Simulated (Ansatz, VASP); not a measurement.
# CdS in VASP and in Ansatz

Contents of POSCAR:

```
CdS
1.0
    0.0000000000      2.6587335697      2.6587335697
    2.6587335697      0.0000000000      2.6587335697
    2.6587335697      2.6587335697      0.0000000000
Cd S
1 1
Direct
    0.0000000000      0.0000000000      0.0000000000
    0.5000000000      0.5000000000      0.5000000000
```

The input INCAR.step1:

```
SYSTEM = CdS
PREC = Accurate
ENCUT = 520
ISMEAR = 0
SIGMA = 0.05
LREAL = .FALSE.
LASPH = .TRUE.
NELM = 80
NBANDS = 16
GGA = PE
ALGO = Normal
EDIFF = 1E-4
LWAVE = .TRUE.
LCHARG = .FALSE.
```

INCAR.step2

```
SYSTEM = CdS
PREC = Accurate
ENCUT = 520
EDIFF = 1E-7
ISMEAR = 0
SIGMA = 0.05
LREAL = .FALSE.
LASPH = .TRUE.
NELM = 80
ALGO = Normal
ISIF = 2
LWAVE = .FALSE.
LCHARG = .FALSE.
METAGGA = R2SCAN
LMIXTAU = .TRUE.
NBANDS = 16
ISTART = 1
```

KPOINTS

```
regular mesh
0
G
  8 8 8
  0 0 0
```

Input for Ansatz:

```yaml
crystal:
  lattice:
    - [0.0, 2.6587335697, 2.6587335697]
    - [2.6587335697, 0.0, 2.6587335697]
    - [2.6587335697, 2.6587335697, 0.0]
  atoms:
    - { symbol: Cd, position: [0.0, 0.0, 0.0] }
    - { symbol: S, position: [0.5, 0.5, 0.5] }
basis:
  ecutwfc: 500
kpoints:
  mp_grid: { grid: [8, 8, 8] }
hamiltonian:
  xc: r2scan
scf:
  occupations: { method: gaussian, width: 0.05 }
output:
  forces: true
  stress: true
  eigenvalues: true
```

Change from the starting cell: mode 4 frozen in at +0.000 Å, equal normal strain along x, y and z -0.0250.

Alike in both runs: task single point; functional r2SCAN; k mesh 8 × 8 × 8; occupations gaussian, width 0.05 eV; no spin polarisation.

|  | VASP | Ansatz |
| --- | --- | --- |
| version | VASP 6.6.1 | Ansatz 0.2.0 |
| potentials or method | VASP PAW PBE potentials, release 64 (Cd, S) | scalar-relativistic, plane waves, PAW |
| plane-wave cutoff (eV) | 520 | 500 |
| valence electrons in the cell | 18 | 26 |

```csv
,VASP,Ansatz,Ansatz less VASP
gap on the k mesh at the Fermi level (eV),0.72,0.74,+0.019
least direct gap on the mesh (eV),2.93,2.97,+0.041
pressure (GPa),8.1,7.4,-0.68
```

The two sets of potentials don't hold the same shells in valence.

Caveats: the PAW data sets were made with another functional, which shifts forces and pressure a little (VASP). A k mesh can miss the band edges.
